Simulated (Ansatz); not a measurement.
# CdSe: band gap under strain

How does strain move the band edges of zincblende CdSe, and do the functionals agree on it? States: -2.0 % biaxial strain in the (111) plane, free along [111]; -1.0 % biaxial strain in the (111) plane, free along [111]; +1.0 % biaxial strain in the (111) plane, free along [111].

Program: Ansatz 0.2.0. PAW datasets, plane waves. The values are computed, spin-unpolarised, and not measurements.

## 1. Starting point

The unstrained cell was relaxed with r2SCAN; in each strained cell the atoms were relaxed again with r2SCAN. Names of k-points are those of the unstrained zone, where strain can split equivalent points. First state: -2.0 % biaxial strain in the (111) plane, free along [111].

Space group R3m (No. 160), trigonal; conventional cell a = 4.252 Å, c = 10.817 Å, 28.22 Å³ an atom. Near Cd stand 4 Se at 2.64 Å; near Se stand 4 Cd at 2.64 Å.

Structure file:

```cif
data_structure
_symmetry_space_group_name_H-M 'R3m:H'
_symmetry_Int_Tables_number 160
_cell_length_a 4.2517
_cell_length_b 4.2517
_cell_length_c 10.8167
_cell_angle_alpha 90.000
_cell_angle_beta 90.000
_cell_angle_gamma 120.000
_cell_volume 169.34
loop_
_atom_site_label
_atom_site_type_symbol
_atom_site_symmetry_multiplicity
_atom_site_Wyckoff_symbol
_atom_site_fract_x
_atom_site_fract_y
_atom_site_fract_z
_atom_site_occupancy
Cd1 Cd 3 a 0.66667 0.33333 0.33057 1
Se1 Se 3 a 0.66667 0.33333 0.08610 1
```

From earlier runs on the unstrained cell: PBE 0.56 eV, r2SCAN 1.04 eV, HSE06 1.48 eV, r2SCAN+SOC 0.92 eV, G0W0 1.10 eV (on its mesh); a = 6.136 Å.

## 2. -2.0 % biaxial strain in the (111) plane, free along [111]: PBE

File input.yaml:

```yaml
crystal:
  lattice:
    - [0.0773857186, 3.0838110647, 3.0838110647]
    - [3.0838110647, 0.0773857186, 3.0838110647]
    - [3.0838110647, 3.0838110647, 0.0773857186]
  atoms:
    - { symbol: Cd, position: [0.0027670924, 0.0027670924, 0.0027670924] }
    - { symbol: Se, position: [0.2472329076, 0.2472329076, 0.2472329076] }
kpoints:
  mp_grid: { grid: [8, 8, 8] }
  band_path:
    path:
      - [0.0, 0.0, 0.0]
      - [-0.5, -0.5, 0.0]
      - [-0.375, -0.375, 0.25]
      - [-0.375, 0.0, 0.375]
      - [0.0, 0.0, 0.5]
      - [-0.5, -0.25, 0.25]
    npoints: 1
hamiltonian:
  xc: pbe
scf:
  occupations: { method: fermi_dirac, width: 0.02 }
  n_extra_bands: 4
output:
  forces: true
  stress: true
  eigenvalues: true
  write_density: true
  write_potential: true
  elf: true
  volumetric_format: npy
```

Started as:

```
ansatz run input.yaml --threads 2 --pin off --max-ram 29491MiB --backend cpu --events-out ev --progress --plain --runs-dir out
```

After this run come: -2.0 % biaxial strain in the (111) plane, free along [111]: r2SCAN; -2.0 % biaxial strain in the (111) plane, free along [111]: HSE06; -2.0 % biaxial strain in the (111) plane, free along [111]: r2SCAN+SOC; -2.0 % biaxial strain in the (111) plane, free along [111]: r2SCAN; -2.0 % biaxial strain in the (111) plane, free along [111]: G0W0@PBE; -1.0 % biaxial strain in the (111) plane, free along [111]: PBE; -1.0 % biaxial strain in the (111) plane, free along [111]: r2SCAN; -1.0 % biaxial strain in the (111) plane, free along [111]: HSE06; -1.0 % biaxial strain in the (111) plane, free along [111]: r2SCAN+SOC; -1.0 % biaxial strain in the (111) plane, free along [111]: r2SCAN; -1.0 % biaxial strain in the (111) plane, free along [111]: G0W0@PBE; +1.0 % biaxial strain in the (111) plane, free along [111]: PBE; +1.0 % biaxial strain in the (111) plane, free along [111]: r2SCAN; +1.0 % biaxial strain in the (111) plane, free along [111]: HSE06; +1.0 % biaxial strain in the (111) plane, free along [111]: r2SCAN+SOC; +1.0 % biaxial strain in the (111) plane, free along [111]: r2SCAN; +1.0 % biaxial strain in the (111) plane, free along [111]: G0W0@PBE.

**Question.** What will these runs give?

**Answer**, as computed:

Least gap in eV (negative: overlap), with the change from the unstrained cell in brackets. G0W0 is on its own coarse mesh.

| state | volume change (%) | PBE | r2SCAN | HSE06 | G0W0 |
| --- | --- | --- | --- | --- | --- |
| -2.0 % biaxial strain in the (111) plane, free along [111] | -2.2 | 0.53 (-0.03) | 1.01 (-0.03) | 1.46 (-0.02) | 1.07 (-0.03) |
| -1.0 % biaxial strain in the (111) plane, free along [111] | -1.1 | 0.55 (-0.01) | 1.03 (-0.01) | 1.48 (+0.00) | 1.10 (+0.00) |
| +1.0 % biaxial strain in the (111) plane, free along [111] | +1.0 | 0.48 (-0.08) | 0.96 (-0.08) | 1.40 (-0.08) | 1.01 (-0.09) |

In words: With HSE06, of the states in the table +1.0 % biaxial strain in the (111) plane, free along [111] shifts the gap most, by -0.082 eV. PBE and HSE06 differ by 0.93 eV on the unstrained gap, and by at most 0.01 eV on its change: the two disagree on the size of the gap but agree on its response to strain. The G0W0 figures hold for the stated bands, cutoff and mesh and aren't extrapolated.
